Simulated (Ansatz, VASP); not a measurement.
**Two plane-wave programs on Ti**

run.py

```python
from ase.calculators.vasp import Vasp
from ase.dft.bandgap import bandgap
from ase.io import read

atoms = read('Ti.cif')
calc = Vasp(
    directory='calc',
    xc='pbe',
    pp='PBE',
    setups='recommended',
    prec='Accurate',
    encut=520,
    ediff=1e-07,
    ismear=0,
    sigma=0.1,
    lreal=False,
    lasph=True,
    nelm=60,
    algo='Normal',
    isif=2,
    lwave=False,
    lcharg=False,
    kpts=[10, 10, 6],
    gamma=True,
)
atoms.calc = calc

print('energy (eV):', atoms.get_potential_energy())
print('free energy (eV):', atoms.get_potential_energy(force_consistent=True))
print('forces (eV/A):')
print(atoms.get_forces())
print('stress (eV/A^3, Voigt):', atoms.get_stress())
print('Fermi level (eV):', calc.get_fermi_level())
gap, top, bottom = bandgap(calc)
print('band gap (eV):', gap, 'from (spin, k, band)', top, 'to', bottom)
```

Contents of Ti.cif:

```cif
data_Ti
_cell_length_a 2.95000000
_cell_length_b 2.95000000
_cell_length_c 4.68000000
_cell_angle_alpha 90.00000000
_cell_angle_beta 90.00000000
_cell_angle_gamma 120.00000000
_space_group_name_H-M_alt 'P1'
_space_group_name_Hall 'P 1'
_space_group_IT_number 1
loop_
_space_group_symop_operation_xyz
'x,y,z'
loop_
_atom_site_label
_atom_site_type_symbol
_atom_site_symmetry_multiplicity
_atom_site_Wyckoff_symbol
_atom_site_fract_x
_atom_site_fract_y
_atom_site_fract_z
_atom_site_occupancy
Ti1 Ti 1 a 0.6666666667 0.3333333333 0.7500000000 1
Ti2 Ti 1 a 0.3333333333 0.6666666667 0.2500000000 1
```

Contents of input.yaml:

```yaml
crystal:
  lattice:
    - [2.95, 0.0, 0.0]
    - [-1.475, 2.5547749412, 0.0]
    - [0.0, 0.0, 4.68]
  atoms:
    - { symbol: Ti, position: [0.6666666667, 0.3333333333, 0.75] }
    - { symbol: Ti, position: [0.3333333333, 0.6666666667, 0.25] }
hamiltonian:
  xc: pbe
  pseudopotentials: { kind: paw }
kpoints:
  mp_grid: { grid: [10, 10, 6] }
scf:
  occupations: { method: gaussian, width: 0.1 }
output:
  forces: true
  stress: true
  eigenvalues: true
```

Alike in both runs: task single point; functional PBE; k mesh 10 × 10 × 6; occupations gaussian, width 0.1 eV; no spin polarisation.

```csv
,VASP,Ansatz
version,VASP 6.6.1,Ansatz 0.2.0
potentials or method,"VASP PAW PBE potentials, release 64 (Ti_sv)",Ansatz PAW
plane-wave cutoff (eV),520,420
valence electrons in the cell,24,24
```

Ansatz gave:

* gap on the k mesh at the Fermi level (eV): none
* pressure (GPa): -1.5
* largest component of the traceless stress (GPa): 0.25

**Question.** Estimate VASP's values.

**Answer.** gap on the k mesh at the Fermi level (eV): none; pressure (GPa): -1.7; largest component of the traceless stress (GPa): 0.26.

A gap of «none» marks a metal or a gap that the smearing closes.
